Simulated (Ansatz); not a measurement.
# MgO2 (R-3m) in Ansatz: further runs

The runs below take MgO2 through projected density of states, with LDA, PBEsol, r2SCAN, HSE06.

All numbers are computed with Ansatz 0.2.0; they aren't measurements. Logs are shortened: lines on timing, memory, paths and dates and some standing lists are left out, and cuts for length are marked.

**1. The crystal as given**

Symmetry: R-3m, No. 166, trigonal system. Conventional cell: a = 3.210 Å, b = 3.210 Å, c = 10.482 Å, α = 90.00°, β = 90.00°, γ = 120.00°. Around Mg (site symmetry -3m) lie 6 O at 2.11 Å. O (site symmetry 3m) has 1 O at 1.49 Å as nearest neighbours.

The cell comes from a database or a generator and needn't be the stable form of this composition.

**2. Projected density of states, LDA**

File input.yaml:

```yaml
crystal:
  lattice:
    - [1.604761016, 0.9265092046, 3.4939788749]
    - [-1.604761016, 0.9265092046, 3.4939788749]
    - [0.0, -1.8530184092, 3.4939788749]
  atoms:
    - { symbol: Mg, position: [0.0, 0.0, 0.0] }
    - { symbol: O, position: [0.571214, 0.571214, 0.571214] }
    - { symbol: O, position: [0.428786, 0.428786, 0.428786] }
hamiltonian:
  xc: lda
  pseudopotentials: { kind: paw }
kpoints:
  mp_grid: { grid: [6, 6, 6] }
scf:
  occupations: { method: fermi_dirac, width: 0.05 }
  n_extra_bands: 7
output:
  forces: true
  stress: true
  eigenvalues: true
  dos: { projected: true, de: 0.05, nscf_kmesh: { grid: [9, 9, 9] } }
```

Potentials or basis: Ansatz PAW.

On the command line:

```console
$ ansatz run input.yaml --threads 2 --pin off --max-ram 5632MiB --backend cpu --events-out ev --progress --plain --runs-dir out
```

The program printed:

```text
Warning: RAYON_NUM_THREADS=2 ignored (pool sized by the plan → 2); use --threads N
scf.n_extra_bands = 7 over 11 filled bands (N_el = 22.0): the run solves 18 bands
Engine: ansatz 0.2.0, x86_64-unknown-linux-gnu
Pseudopotentials: kind: paw
Pseudopotential: Mg, paw, valence charge 10, recommended cutoff 420 eV (normal), Mg.paw.azcp
Pseudopotential: O, paw, valence charge 6, recommended cutoff 420 eV (normal), O.paw.azcp
Functional definition: SPW92
  exchange = slater_x
  correlation = pw_c
Crystal: 3 atoms, lattice volume = 31.170 Å³
Basis set: ecut = 420 eV, 617 PW (Γ)
Bands: 18, of which v1, the nominal top of the filled ones, is band 11 counted from 1 (10 counted from 0)
Symmetry: 12 space group operations
Space group: R-3m (ITA 166), of the structure as read, at distance tolerance 3.1e-5 Å
k-points: 32 of 216
Non-local potential: Mg, projectors of the file, l = 0: 3, l = 1: 2, l = 2: 1
Non-local potential: O, projectors of the file, l = 0: 2, l = 1: 2, l = 2: 1
PAW form: soft (Blöchl's): semilocal exchange-correlation on the pseudo side does not see the compensation charge
PAW frozen core: Mg, regenerated for the run's functional, and the local potential with it (the file was generated under x = pbe(κ = 0.804, μ = 0.2195149727645171), c = pbe(β = 0.06672455060314922))
PAW frozen core: O, regenerated for the run's functional, and the local potential with it (the file was generated under x = pbe(κ = 0.804, μ = 0.2195149727645171), c = pbe(β = 0.06672455060314922))
PAW one-centre angular grid: Mg, 110 points (default); XC on 64 Gauss nodes
PAW one-centre angular grid: O, 110 points (default); XC on 64 Gauss nodes
Initial density: superposition of atomic densities (neutral atoms: chi_scale 0, normalization atom), corrected by the library's trained network
Initial wavefunctions: pseudopotential atomic-orbital guess
Functional: x = slater, c = lda
SCF iter   1: F=—  HF=-3012.130516 eV  |F-HF|=—  |Δ(HF+E_count)|=         —  Δρ=1.69e-2  dr2=8.65e-2  ethr=1.77e-3  ⟨swp⟩=5.4  Hψ=2931  notcnv=0  defer=21
preconditioner: auto → none  [insulator: Δε(μ)=2.161 eV  Ē_g=18.763 eV  σ=0.050 eV  W_gap=1.00  n_scr=14 (ndim 8)  ℏωp=24.9 eV  f_vac=0.038  D(μ)=0.00/eV (n_scr^D=0)  ε∞_Penn≈2.8]
SCF iter   2: F=—  HF=-3012.103342 eV  |F-HF|=—  |Δ(HF+E_count)|=   2.72e-2  Δρ=7.74e-3  dr2=8.65e-3  ethr=3.93e-4  ⟨swp⟩=2.2  Hψ=1149  notcnv=0  defer=63
SCF iter   3: F=—  HF=-3012.099956 eV  |F-HF|=—  |Δ(HF+E_count)|=   3.39e-3  Δρ=1.94e-3  dr2=4.89e-4  ethr=3.93e-5  ⟨swp⟩=2.1  Hψ=840  notcnv=0  defer=63
SCF iter   4: F=—  HF=-3012.099722 eV  |F-HF|=—  |Δ(HF+E_count)|=   2.35e-4  Δρ=3.53e-4  dr2=1.38e-5  ethr=2.22e-6  ⟨swp⟩=2.0  Hψ=650  notcnv=0  defer=63
SCF iter   5: F=—  HF=-3012.099720 eV  |F-HF|=—  |Δ(HF+E_count)|=   1.99e-6  Δρ=2.78e-5  dr2=8.79e-8  ethr=6.28e-8  ⟨swp⟩=2.9  Hψ=742  notcnv=0  defer=63
SCF iter   6: F=-3012.099720 eV  HF=-3012.099720 eV  |F-HF|=1.15e-8  |Δ(HF+E_count)|=   2.48e-8  Δρ=6.70e-6  dr2=1.45e-8  ethr=4.00e-10  ⟨swp⟩=6.9  Hψ=2376  notcnv=0
SCF 1 converged in 6 iterations: F = -3012.099720 eV  dr2 = 1.45e-8
NSCF: frozen V_eff on 85 k-points
SCF converged after 6 iterations
Free energy (F): -3012.099720 eV
Harris-Foulkes:  -3012.099720 eV  (|F-HF|=1.15e-8)
Internal energy: -3012.099720 eV  (E = F + TS)
E sigma→0 (E₀):  -3012.099720 eV
Fermi energy:    7.174006 eV
--- Per-component energies (eV) ---
  E_band       = -359.528848
  E_kinetic    = 423.482560
  E_local      = -2142.630153  (includes V_loc(G=0)·N_el)
  E_nonlocal   = 196.006110
  E_hartree    = 743.845921
  E_xc         = -173.484570
  E_vxc        = -223.503406  (∫ρ·V_xc dr)
  E_paw        = -564.327183  (= ΣΔE_a)
  E_vpaw       = -100.579480  (= ΣTr[D̂ρ^β])
  E_aug_tail   = 0.004991  (compensation charges beyond the density's cutoff)
  E_ewald      = -1495.341718
  E_core_change = 0.344322  (= ΣΔE_core)
  E_smearing   = -0.000000  (= −TS)
  E_closure    = -0.000000  (closes the sum)
  Σ components = -3012.099720   (vs F -3012.099720, Δ=0.00e0)
--- Forces (eV/Å), atoms counted from 1 ---
  atom   1  Mg    -0.00000000     0.00000000     0.00000000
  atom   2  O     -0.00000000    -0.00000000    -0.45043735
  atom   3  O      0.00000000     0.00000000     0.45043735
  max |Σ_I F_I| component: 6.94e-18 eV/Å
--- Stress (GPa, compression-positive) ---
       -8.574656       0.000000       0.000000
        0.000000      -8.574656       0.000000
       -0.000000       0.000000     -13.226742
  P = ⅓ Tr σ = -10.1254 GPa (-101.254 kbar)
--- Band table (eV; the first three rows and the last of 32) ---
  k-point 0: bands = ["-66.6499", "-34.0952", "-34.0691", "-34.0691", "-15.0290", "-8.1905", "-1.7200", "2.7110", "2.7110", "5.2239", "5.2239", "10.3887", "10.7246", "17.8538", "19.6366", "20.5484", "20.5484", "22.2239"]
  k-point 1: bands = ["-66.6493", "-34.0941", "-34.0778", "-34.0709", "-14.9023", "-8.2711", "-1.5223", "1.9874", "2.6216", "5.0540", "5.1042", "10.5554", "11.5042", "17.9592", "18.5845", "20.0496", "21.1977", "21.2884"]
  k-point 2: bands = ["-66.6482", "-34.0958", "-34.0912", "-34.0746", "-14.6350", "-8.4330", "-1.0764", "0.6992", "2.4519", "4.8745", "4.8930", "10.2980", "13.3716", "16.6906", "18.2078", "19.8467", "20.6571", "22.6834"]
  k-point 31: bands = ["-66.6498", "-34.0994", "-34.0692", "-34.0692", "-14.5140", "-9.8868", "1.0674", "2.1885", "2.1885", "6.0332", "6.0332", "8.2197", "10.7518", "15.1630", "19.9044", "19.9044", "22.6964", "22.6964"]
```

It took 2.8 s on 2 threads of AMD EPYC (Zen 3), shared host; peak memory 0.3 GiB.

Results:

```
Free energy            : -3012.0997 eV
Pressure               : -10.1 GPa
Largest force          : 0.450 eV/Å
Band gap on the k mesh : 2.19 eV, direct
```

Forces on the atoms (eV/Å):
```
Mg   0.000  0.000  0.000
O    0.000  0.000 -0.450
O    0.000  0.000  0.450
```

Levels at points of the mesh, in eV from the valence-band top:
| k point | band 7 | band 8 | band 9 | band 10 | band 11 | band 12 | band 13 | band 14 | band 15 | band 16 |
| --- | --- | --- | --- | --- | --- | --- | --- | --- | --- | --- |
| (0.00, 0.00, 0.00) | -7.75 | -3.32 | -3.32 | -0.81 | -0.81 | 4.36 | 4.69 | 11.82 | 13.60 | 14.52 |
| (0.00, 0.00, -0.50) | -6.72 | -6.09 | -3.66 | -1.27 | -1.13 | 4.04 | 8.36 | 9.91 | 12.25 | 13.73 |
| (0.00, -0.50, -0.50) | -6.07 | -5.41 | -4.34 | -2.19 | -0.13 | 3.40 | 7.53 | 10.72 | 12.07 | 12.48 |
| (-0.50, -0.50, -0.50) | -4.97 | -3.84 | -3.84 | 0.00 | 0.00 | 2.19 | 4.72 | 9.13 | 13.87 | 13.87 |

States per cell in windows of 0.5 eV (zero at the valence-band top; states under -8 eV left out):
| from (eV) | total | O 2p | Mg 3s | O 2s |
| --- | --- | --- | --- | --- |
| -8.0 | 0.04 | 0.04 | 0.01 | 0.00 |
| -7.5 | 0.32 | 0.28 | 0.04 | 0.01 |
| -7.0 | 0.67 | 0.59 | 0.04 | 0.03 |
| -6.5 | 0.65 | 0.58 | 0.02 | 0.04 |
| -6.0 | 0.44 | 0.39 | 0.02 | 0.03 |
| -5.5 | 0.93 | 0.85 | 0.04 | 0.03 |
| -5.0 | 0.79 | 0.75 | 0.02 | 0.02 |
| -4.5 | 1.15 | 1.12 | 0.01 | 0.01 |
| -4.0 | 0.93 | 0.92 | 0.00 | 0.00 |
| -3.5 | 0.07 | 0.07 | 0.00 | 0.00 |
| -3.0 | 0.00 | 0.00 | 0.00 | 0.00 |
| -2.5 | 0.25 | 0.22 | 0.02 | 0.01 |
| -2.0 | 0.85 | 0.78 | 0.04 | 0.01 |
| -1.5 | 0.92 | 0.88 | 0.01 | 0.01 |
| -1.0 | 1.19 | 1.16 | 0.01 | 0.01 |
| -0.5 | 0.79 | 0.78 | 0.00 | 0.00 |
| 0.0 | 0.00 | 0.00 | 0.00 | 0.00 |
| 0.5 | 0.00 | 0.00 | 0.00 | 0.00 |
| 1.0 | 0.00 | 0.00 | 0.00 | 0.00 |
| 1.5 | 0.00 | 0.00 | 0.00 | 0.00 |
| 2.0 | 0.02 | 0.01 | 0.00 | 0.00 |
| 2.5 | 0.13 | 0.09 | 0.01 | 0.03 |
| 3.0 | 0.42 | 0.32 | 0.02 | 0.06 |
| 3.5 | 0.85 | 0.69 | 0.02 | 0.09 |
| 4.0 | 0.55 | 0.45 | 0.02 | 0.05 |
| 4.5 | 0.04 | 0.03 | 0.00 | 0.00 |
| 5.0 | 0.07 | 0.02 | 0.02 | 0.01 |
| 5.5 | 0.14 | 0.04 | 0.05 | 0.01 |
| 6.0 | 0.16 | 0.03 | 0.06 | 0.01 |
| 6.5 | 0.18 | 0.03 | 0.07 | 0.01 |
| 7.0 | 0.23 | 0.03 | 0.09 | 0.01 |
| 7.5 | 0.35 | 0.03 | 0.14 | 0.01 |

Caveat: the pressure holds a Pulay correction of +1.1 GPa for the finite cutoff; the PAW data sets come from PBE, with cores solved anew for the run's functional, which leaves a small shift of forces and pressure. A k mesh can miss the band edges.

**3. Projected density of states, PBEsol**

Changes to input.yaml since step 2:

```diff
@@ -10,3 +10,3 @@
 hamiltonian:
-  xc: lda
+  xc: pbesol
   pseudopotentials: { kind: paw }
```

Potentials or basis: Ansatz PAW.

On the command line:

```console
$ ansatz run input.yaml --threads 2 --pin off --max-ram 5632MiB --backend cpu --events-out ev --progress --plain --runs-dir out
```

It took 3 s on 2 threads of AMD EPYC (Zen 3), shared host; peak memory 0.3 GiB.

The run converged. Its results:

| Property | Result |
| --- | --- |
| Free energy | -3033.6420 eV |
| Pressure | -4.8 GPa |
| Largest force | 0.304 eV/Å |
| Band gap on the k mesh | 2.23 eV, direct |

Forces on the atoms (eV/Å):
```
Mg   0.000  0.000  0.000
O    0.000  0.000 -0.304
O    0.000  0.000  0.304
```

Stress tensor (GPa, compression positive):
```
-3.74  0.00  0.00
 0.00 -3.74  0.00
 0.00  0.00 -7.00
```

Levels at points of the mesh, in eV from the valence-band top:
| k point | band 9 | band 10 | band 11 | band 12 | band 13 | band 14 |
| --- | --- | --- | --- | --- | --- | --- |
| (0.00, 0.00, 0.00) | -3.33 | -0.81 | -0.81 | 4.48 | 4.80 | 11.98 |
| (0.00, 0.00, -0.50) | -3.66 | -1.26 | -1.13 | 4.14 | 8.50 | 10.12 |
| (0.00, -0.50, -0.50) | -4.34 | -2.17 | -0.13 | 3.47 | 7.71 | 10.90 |
| (-0.50, -0.50, -0.50) | -3.85 | 0.00 | 0.00 | 2.23 | 4.88 | 9.29 |

States per cell in windows of 1 eV (zero at the valence-band top; states under -8 eV left out):
```tsv
from (eV)	total	O 2p	Mg 3s	O 2s
-8.0	0.35	0.30	0.04	0.01
-7.0	1.34	1.19	0.06	0.07
-6.0	1.37	1.25	0.06	0.06
-5.0	1.99	1.92	0.03	0.02
-4.0	0.95	0.95	0.00	0.00
-3.0	0.26	0.23	0.02	0.01
-2.0	1.80	1.69	0.05	0.02
-1.0	1.94	1.89	0.01	0.01
0.0	0.00	0.00	0.00	0.00
1.0	0.00	0.00	0.00	0.00
2.0	0.13	0.09	0.01	0.03
3.0	1.16	0.91	0.05	0.14
4.0	0.72	0.59	0.02	0.07
5.0	0.19	0.05	0.05	0.01
6.0	0.32	0.06	0.12	0.02
7.0	0.52	0.06	0.21	0.02
```

Caveat: the pressure holds a Pulay correction of +0.9 GPa for the finite cutoff; the PAW data sets come from PBE, with cores solved anew for the run's functional, which leaves a small shift of forces and pressure. Expect the measured gap to be larger: semilocal functionals such as PBEsol lack the derivative discontinuity.

**4. Projected density of states, r2SCAN**

Changes to input.yaml since step 3:

```diff
@@ -10,3 +10,3 @@
 hamiltonian:
-  xc: pbesol
+  xc: r2scan
   pseudopotentials: { kind: paw }
```

On the command line:

```console
$ ansatz run input.yaml --threads 2 --pin off --max-ram 5632MiB --backend cpu --events-out ev --progress --plain --runs-dir out
```

Run time: 7 s. Hardware: 2 threads of AMD EPYC (Zen 3), shared host; peak memory 0.42 GiB.

The run converged. Its results:

```
Free energy            : -3063.7040 eV
Pressure               : -5.4 GPa
Largest force          : 0.216 eV/Å
Band gap on the k mesh : 2.95 eV, direct
```

Forces on the atoms (eV/Å):
```
Mg   0.000  0.000  0.000
O    0.000  0.000 -0.216
O    0.000  0.000  0.216
```

Stress tensor (GPa, compression positive):
```
-4.87  0.00  0.00
 0.00 -4.87  0.00
 0.00  0.00 -6.57
```

Levels at points of the mesh, in eV from the valence-band top:
| k point | band 8 | band 9 | band 10 | band 11 | band 12 | band 13 | band 14 | band 15 |
| --- | --- | --- | --- | --- | --- | --- | --- | --- |
| (0.00, 0.00, 0.00) | -3.42 | -3.42 | -0.82 | -0.82 | 5.31 | 5.62 | 13.15 | 15.18 |
| (0.00, 0.00, -0.50) | -6.10 | -3.76 | -1.26 | -1.11 | 4.91 | 9.44 | 11.20 | 13.61 |
| (0.00, -0.50, -0.50) | -5.43 | -4.43 | -2.11 | -0.14 | 4.22 | 8.66 | 11.90 | 13.51 |
| (-0.50, -0.50, -0.50) | -3.96 | -3.96 | 0.00 | 0.00 | 2.95 | 5.73 | 10.46 | 15.24 |

States per cell in windows of 0.5 eV (zero at the valence-band top; states under -8 eV left out):
```csv
from (eV),total,O 2p,Mg 3s,O 2s
-8.0,0.00,0.00,0.00,0.00
-7.5,0.22,0.19,0.02,0.00
-7.0,0.60,0.53,0.04,0.02
-6.5,0.75,0.68,0.02,0.04
-6.0,0.52,0.47,0.02,0.03
-5.5,0.94,0.87,0.03,0.03
-5.0,0.91,0.86,0.02,0.02
-4.5,1.27,1.25,0.01,0.01
-4.0,0.78,0.78,0.00,0.00
-3.5,0.02,0.02,0.00,0.00
-3.0,0.00,0.00,0.00,0.00
-2.5,0.13,0.11,0.01,0.00
-2.0,0.89,0.82,0.04,0.01
-1.5,0.95,0.91,0.01,0.01
-1.0,1.22,1.19,0.00,0.01
-0.5,0.81,0.80,0.00,0.00
0.0,0.00,0.00,0.00,0.00
0.5,0.00,0.00,0.00,0.00
1.0,0.00,0.00,0.00,0.00
1.5,0.00,0.00,0.00,0.00
2.0,0.00,0.00,0.00,0.00
2.5,0.00,0.00,0.00,0.00
3.0,0.06,0.04,0.01,0.01
3.5,0.20,0.14,0.02,0.03
4.0,0.58,0.45,0.02,0.07
4.5,0.81,0.66,0.02,0.08
5.0,0.36,0.29,0.02,0.03
5.5,0.01,0.01,0.00,0.00
6.0,0.07,0.02,0.02,0.01
6.5,0.14,0.03,0.04,0.01
7.0,0.15,0.03,0.06,0.01
7.5,0.17,0.02,0.07,0.01
```

Caveat: the PAW data sets come from PBE, with cores solved anew for the run's functional, which leaves a small shift of forces and pressure. r2SCAN opens gaps a little over a GGA but as a rule still falls short of measured ones.

**5. Projected density of states, HSE06**

Changes to input.yaml since step 4:

```diff
@@ -10,3 +10,3 @@
 hamiltonian:
-  xc: r2scan
+  xc: hse06
   pseudopotentials: { kind: paw }
@@ -21,2 +21,6 @@
   eigenvalues: true
-  dos: { projected: true, de: 0.05, nscf_kmesh: { grid: [9, 9, 9] } }
+  dos: { projected: true, de: 0.05 }
+  write_density: true
+  write_potential: true
+  elf: true
+  volumetric_format: npy
```

On the command line:

```console
$ ansatz run input.yaml --threads 2 --pin off --max-ram 5632MiB --backend cpu --events-out ev --progress --plain --runs-dir out
```

Wall time 44 s (2 threads of AMD EPYC (Zen 3), shared host); peak memory 0.95 GiB.

The run converged. Its results:

| Item | Value |
| --- | --- |
| Free energy | -3058.3408 eV |
| Pressure | -6.8 GPa |
| Largest force | 0.985 eV/Å |
| Band gap on the k mesh | 4.51 eV, direct |

Forces on the atoms (eV/Å):
```
Mg   0.000  0.000  0.000
O    0.000  0.000 -0.985
O    0.000  0.000  0.985
```

Stress tensor (GPa, compression positive):
```
 -4.11   0.00   0.00
  0.00  -4.11   0.00
  0.00   0.00 -12.09
```

Levels at points of the mesh, in eV from the valence-band top:
```tsv
k point	band 7	band 8	band 9	band 10	band 11	band 12	band 13	band 14	band 15	band 16
(0.00, 0.00, 0.00)	-7.43	-3.50	-3.50	-0.86	-0.86	6.54	7.51	14.42	16.35	16.95
(0.00, 0.00, -0.50)	-6.39	-6.31	-3.85	-1.34	-1.14	6.71	10.67	12.50	14.68	16.45
(0.00, -0.50, -0.50)	-5.74	-5.60	-4.58	-2.17	-0.14	5.94	9.83	13.29	14.68	15.23
(-0.50, -0.50, -0.50)	-4.53	-4.06	-4.06	0.00	0.00	4.51	6.98	11.85	16.36	16.36
```

States per cell in windows of 0.5 eV (zero at the valence-band top; states under -8 eV left out):
```
from (eV)  total  O 2p  O 2s  Mg 3s
     -8.0   0.00  0.00  0.00   0.00
     -7.5   0.10  0.09  0.00   0.01
     -7.0   0.52  0.46  0.01   0.04
     -6.5   0.79  0.72  0.03   0.03
     -6.0   0.64  0.58  0.03   0.02
     -5.5   0.95  0.88  0.03   0.03
     -5.0   1.04  0.99  0.03   0.02
     -4.5   1.38  1.35  0.01   0.01
     -4.0   0.58  0.57  0.00   0.00
     -3.5   0.00  0.00  0.00   0.00
     -3.0   0.00  0.00  0.00   0.00
     -2.5   0.10  0.09  0.00   0.01
     -2.0   0.94  0.87  0.01   0.04
     -1.5   0.90  0.86  0.01   0.01
     -1.0   1.23  1.20  0.01   0.00
     -0.5   0.82  0.81  0.00   0.00
      0.0   0.01  0.01  0.00   0.00
      0.5   0.00  0.00  0.00   0.00
      1.0   0.00  0.00  0.00   0.00
      1.5   0.00  0.00  0.00   0.00
      2.0   0.00  0.00  0.00   0.00
      2.5   0.00  0.00  0.00   0.00
      3.0   0.00  0.00  0.00   0.00
      3.5   0.00  0.00  0.00   0.00
      4.0   0.00  0.00  0.00   0.00
      4.5   0.02  0.01  0.01   0.00
      5.0   0.13  0.08  0.03   0.02
      5.5   0.32  0.23  0.05   0.03
      6.0   0.70  0.53  0.08   0.03
      6.5   0.69  0.53  0.07   0.04
      7.0   0.14  0.10  0.01   0.01
      7.5   0.05  0.02  0.00   0.01
```

Caveat: the pressure holds a Pulay correction of +0.6 GPa for the finite cutoff; the PAW data sets come from PBE, with cores solved anew for the run's functional, which leaves a small shift of forces and pressure; the thresholds are loose for stress. A k mesh can miss the band edges.

**6. Summary**

| level | cutoff (eV) | gap on the mesh (eV) | pressure (GPa) | largest force (eV/Å) |
| --- | --- | --- | --- | --- |
| LDA | 420 | 2.19 | -10.1 | 0.45 |
| PBEsol | 420 | 2.23 | -4.8 | 0.30 |
| r2SCAN | 500 | 2.95 | -5.4 | 0.22 |
| HSE06 | 420 | 4.51 | -6.8 | 0.99 |

Alike in all rows: task projected density of states; potentials or basis Ansatz PAW; no spin polarisation; cell as given; k mesh 6 × 6 × 6; smearing fermi-dirac 0.05 eV.

On the cell as given the gap runs from 2.19 eV (LDA) to 4.51 eV (HSE06). The pressure there spans -10.1 GPa (LDA) to -4.8 GPa (PBEsol); a positive pressure means that this level wants a larger cell, a negative one a smaller.

Caveats: the PAW data sets come from PBE, with cores solved anew for the run's functional, which leaves a small shift of forces and pressure; the thresholds are loose for stress (some runs).

Total energies depend on the potentials used, so only differences within one code and one set of settings carry meaning.
